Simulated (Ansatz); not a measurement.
# Deforming BN

```
B N
1.0
     2.50399    0.00000    0.00000
    -1.25200    2.16852    0.00000
     0.00000    0.00000    6.66120
B N
2 2
Direct
  0.33333 0.66667 0.25000
  0.66667 0.33333 0.75000
  0.33333 0.66667 0.75000
  0.66667 0.33333 0.25000
```

Atom numbers follow the list: B1, B2, N3, N4.

The cell is COD entry 9008997, as deposited and not checked against the literature; nothing was relaxed.

Level of theory: DFT, PBE, all-electron LAPW, scalar-relativistic in Ansatz 0.2.0.

Settings: a Γ-centred 11×11×4 k mesh, Fermi–Dirac smearing of 0.02 eV, basis error target 1 meV/atom, no spin polarisation.

The unchanged cell is at 3.29 GPa.

Semilocal functionals give too small gaps.

x, y and z are the Cartesian axes of the cell as listed; fractional coordinates follow a strain, and an engineering shear is twice the off-diagonal strain component.

With equal xy, yz and zx engineering shear strains of -3 %: energy change +10 meV/atom; stress change (xx, yy, zz, yz, xz, xy) 0.28, 0.25, 0.06, -0.05, -0.05, 11.14 GPa, compression positive; change of the force on N4 (-0.381, -0.028, 0.005) eV/Å; gap on the k mesh 4.33 → 4.23 eV.

With equal xy, yz and zx engineering shear strains of -1 %: energy change +1 meV/atom; stress change (xx, yy, zz, yz, xz, xy) 0.03, 0.03, 0.01, 0.02, 0.02, 3.73 GPa, compression positive; change of the force on N4 (-0.127, -0.003, 0.001) eV/Å; gap on the k mesh 4.33 → 4.30 eV.

With this change (equal xy, yz and zx engineering shear strains of +2 %), what becomes of the energy and stress and forces and gap?

Energy change +4 meV/atom; stress change (xx, yy, zz, yz, xz, xy) 0.13, 0.12, 0.02, -0.15, -0.15, -7.51 GPa, compression positive; change of the force on N3 (-0.254, 0.013, -0.002) eV/Å; gap on the k mesh 4.33 → 4.25 eV.

With equal xy, yz and zx engineering shear strains of -2 %: energy change +4 meV/atom; stress change (xx, yy, zz, yz, xz, xy) 0.13, 0.11, 0.03, 0.01, 0.01, 7.44 GPa, compression positive; change of the force on N4 (-0.254, -0.012, 0.002) eV/Å; gap on the k mesh 4.33 → 4.26 eV.

With equal xy, yz and zx engineering shear strains of +1 %: energy change +1 meV/atom; stress change (xx, yy, zz, yz, xz, xy) 0.03, 0.03, 0.01, -0.06, -0.06, -3.75 GPa, compression positive; change of the force on N3 (-0.127, 0.003, -0.001) eV/Å; gap on the k mesh 4.33 → 4.30 eV.

With this change (equal xy, yz and zx engineering shear strains of +3 %), what becomes of the energy and stress and forces and gap?

Energy change +10 meV/atom; stress change (xx, yy, zz, yz, xz, xy) 0.31, 0.27, 0.05, -0.28, -0.28, -11.30 GPa, compression positive; change of the force on N3 (-0.381, 0.029, -0.005) eV/Å; gap on the k mesh 4.33 → 4.20 eV.
